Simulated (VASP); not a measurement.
Wanted: the native input for a VASP 6.6.1 run.

```yaml
Task: relaxation of cell and atoms
Functional: PBE
Potentials_or_basis: VASP PAW PBE potentials, release 64 (Ga_d, S)
Cutoff: 600 eV
k_mesh: 9 × 9 × 2
Occupations: gaussian, width 0.03 eV
Spin: no spin polarisation
Further_INCAR_settings: ALGO = Normal; EDIFF = 1e-07; IBRION = 2; EDIFFG = -0.005; NSW = 90; ISIF = 3
```

The structure of GaS lies in POSCAR:

```
GaS                                     
1.0
    3.6280185653      0.0000000000      0.0000000000
   -1.8140092826      3.1419562430      0.0000000000
   -0.0000000000      0.0000000000     17.2657763267
  Ga              S             
     4     4
Direct
     0.3333333332999970    0.6666666667000030    0.1783999493585058
     0.6666666667000030    0.3333333332999970    0.6783999493585059
     0.3333333332999970    0.6666666667000030    0.3216000506414941
     0.6666666667000030    0.3333333332999970    0.8216000506414941
     0.3333333332999970    0.6666666667000030    0.6155967278232323
     0.6666666667000030    0.3333333332999970    0.1155967278232324
     0.3333333332999970    0.6666666667000030    0.8844032721767677
     0.6666666667000030    0.3333333332999970    0.3844032721767675
```

The input as run:

INCAR

```
PREC = Accurate ; ENCUT = 600
EDIFF = 1E-7 ; ISMEAR = 0
SIGMA = 0.03 ; LREAL = False
LASPH = True ; NELM = 80
ALGO = Normal ; ISIF = 3
LWAVE = False ; LCHARG = False
GGA = PE ; IBRION = 2
NSW = 90 ; EDIFFG = -0.005
KPAR = 2
```

KPOINTS

```
Automatic mesh
0
Gamma
  9 9 2
```

Potentials or basis: VASP PAW PBE potentials, release 64 (Ga_d, S).

Run with:

```console
$ cat potpaw_PBE.64/Ga_d/POTCAR potpaw_PBE.64/S/POTCAR > POTCAR
$ mpirun -np 2 vasp_std > vasp.out
```

Results of the run:

```json
{"Relaxed volume": "25.09 Å³/atom", "Relaxed cell": "a = 3.628 Å, b = 3.628 Å, c = 17.613 Å, α = 90.00°, β = 90.00°, γ = 120.00°", "Space group after relaxing (to 0.05 Å)": "P6_3/mmc (No. 194)", "Energy gained by relaxing": "0.1 meV/atom", "Ionic steps": "17", "Pressure after relaxing": "0.0 GPa", "Largest force after relaxing": "0.004 eV/Å", "Band gap on the k mesh": "2.02 eV, indirect (least direct gap 2.05 eV)"}
```

Caveat: an odd mesh through Γ misses points on the zone boundary, where band edges often lie; this functional lacks dispersion, which binds the layers, so the pressure and a relaxed spacing across them are unreliable.

It took 15 min on 2 MPI ranks on AMD EPYC 9R45 96-Core Processor (Zen 5), with other jobs on the host, peak memory 0.47 GiB a rank.
